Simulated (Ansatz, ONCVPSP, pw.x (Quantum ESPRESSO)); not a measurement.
## zirconium: does the ONCV potential hold in the solid?

| Quantity | Value |
| --- | --- |
| Element | Zr |
| Generator | ONCVPSP 4.0.1.1 (patched build) |
| Type | optimised norm-conserving Vanderbilt (ONCV) |
| Functional | LDA (Perdew-Wang 92) |
| Relativity | scalar-relativistic |
| Frozen core | [Ar] 3d10 |
| Valence charge | 12 |
| Reference configuration | 4s2 4p6 4d2 5s2 |
| Partial waves | 4s+5s: rc 2.04 bohr, ncon 3, nbas 7, qcut 5.6 1/bohr, 2 projectors; 4p: rc 2.46 bohr, ncon 4, nbas 7, qcut 5.9 1/bohr, 2 projectors, debl 3.6 Ha; 4d: rc 2.04 bohr, ncon 5, nbas 10, qcut 7.2 1/bohr, local |
| Local potential | the d channel |
| Core correction | polynomial model core, fcfact 0.15 |

Atomic tests: cutoffs needed: 15 Ha and 19 Ha (the cutoffs (Ha) at which the residual kinetic energy of the hardest occupied pseudo-wave falls to 1 and 0.1 mHa per electron); ghost test: no bound ghost flagged; no localised positive-energy state flagged; largest excitation error: -8.5 meV (all-electron minus pseudo) for 4s2 4p6 4d2 5s0, out of 4 test configurations.

Crystal test: bcc Zr in pw.x 7.5, no spin, 13³ k-points, Fermi–Dirac smearing 0.01 Ry, cutoffs 50/200 Ry. The reference is all-electron LAPW (Ansatz 0.2.0) with the same functional, mesh and smearing; V0 and B0 come from Birch–Murnaghan fits to the pressures at five volumes. Errors are pseudo minus all-electron; Δ is the rms difference of the E(V) curves that follow from these fits, minima aligned, over ±6 % about the mean V0. Mesh and smearing are coarse, so the numbers serve the comparison and aren't converged zero-temperature values; the lattice is a test structure that the element need not adopt.

All-electron: a0 = 3.490 Å (V0 = 21.25 Å³/atom), B0 = 97.9 GPa.

Task: How far does the potential miss the all-electron equation of state?

Result: mean pressure error (GPa): +0.18; a0 (Å): 3.492; a0 error (%): +0.06; B0 error (%): +0.3; Δ (meV/atom): 0.9.

```csv
V (Å³/atom),P all-electron (GPa),P pseudo (GPa)
20.279,4.95,5.18
20.812,2.12,2.32
21.346,-0.43,-0.25
21.880,-2.72,-2.56
22.413,-4.78,-4.64
```

Task: At the middle volume, how do free energy and pressure move when the wave cutoff is lowered (ecutrho kept at four times it)?

Result:

```json
{"cutoff (Ry)": "22", "shift of F (meV/atom)": "+419.5", "shift of P (GPa)": "-12.74"}
{"cutoff (Ry)": "30", "shift of F (meV/atom)": "+53.9", "shift of P (GPa)": "-1.88"}
{"cutoff (Ry)": "40", "shift of F (meV/atom)": "+1.9", "shift of P (GPa)": "-0.16"}
```

Input at the middle volume:

```
&control
  calculation='scf', prefix='x', pseudo_dir='./', outdir='./tmp', tstress=.true., disk_io='none'
/
&system
  ibrav=0, nat=1, ntyp=1, ecutwfc=50, ecutrho=200, nbnd=14,
  occupations='smearing', smearing='fd', degauss=0.01
/
&electrons
  conv_thr=1e-09, mixing_beta=0.4, electron_maxstep=70
/
ATOMIC_SPECIES
Zr 1.0 Zr.UPF
CELL_PARAMETERS angstrom
  -1.74750665 1.74750665 1.74750665
  1.74750665 -1.74750665 1.74750665
  1.74750665 1.74750665 -1.74750665
ATOMIC_POSITIONS crystal
Zr 0.0000 0.0000 0.0000
K_POINTS automatic
13 13 13 0 0 0
```

```bash
pw.x < Zr.scf.in > Zr.scf.out
```

Lines of the output:

```
Message from routine setup:
     using ibrav=0 with symmetry is DISCOURAGED, use correct ibrav instead
     lattice parameter (alat)  =       5.7198  a.u.
     unit-cell volume          =     144.0499 (a.u.)^3
     number of electrons       =        12.00
     number of Kohn-Sham states=           14
     kinetic-energy cutoff     =      50.0000  Ry
     charge density cutoff     =     200.0000  Ry
     scf convergence threshold =      1.0E-09
     Exchange-correlation= SLA  PW   NOGX NOGC
     number of k points=    84  Fermi-Dirac smearing, width (Ry)=  0.0100
     iteration #  1     ecut=    50.00 Ry     beta= 0.40
     total energy              =    -104.74311759 Ry
     estimated scf accuracy    <       0.01035797 Ry
     iteration #  2     ecut=    50.00 Ry     beta= 0.40
     total energy              =    -104.74351416 Ry
     estimated scf accuracy    <       0.00110136 Ry
     iteration #  3     ecut=    50.00 Ry     beta= 0.40
     total energy              =    -104.74371010 Ry
     estimated scf accuracy    <       0.00004546 Ry
     iteration #  4     ecut=    50.00 Ry     beta= 0.40
     total energy              =    -104.74371229 Ry
     estimated scf accuracy    <       0.00000217 Ry
     iteration #  5     ecut=    50.00 Ry     beta= 0.40
     total energy              =    -104.74371177 Ry
     estimated scf accuracy    <       0.00000082 Ry
     iteration #  6     ecut=    50.00 Ry     beta= 0.40
     total energy              =    -104.74371196 Ry
     estimated scf accuracy    <       0.00000002 Ry
     iteration #  7     ecut=    50.00 Ry     beta= 0.40
     the Fermi energy is    14.8111 ev
!    total energy              =    -104.74371197 Ry
     estimated scf accuracy    <          6.5E-10 Ry
     smearing contrib. (-TS)   =      -0.00736485 Ry
     The total energy is F=E-TS. E is the sum of the following terms:
     one-electron contribution =     -16.22678510 Ry
     hartree contribution      =      13.66655404 Ry
     xc contribution           =     -22.83017628 Ry
     ewald contribution        =     -79.34593977 Ry
     convergence has been achieved in   7 iterations
          total   stress  (Ry/bohr**3)                   (kbar)     P=       -2.47
     Message from routine punch:
     Nothing written, as per user request (disk_io='none')
```

The run at the middle volume (84 k-points, 7 iterations) took about 13 s on one core of a shared host (Neoverse-N1, 64 threads, 124 GiB, load 60).
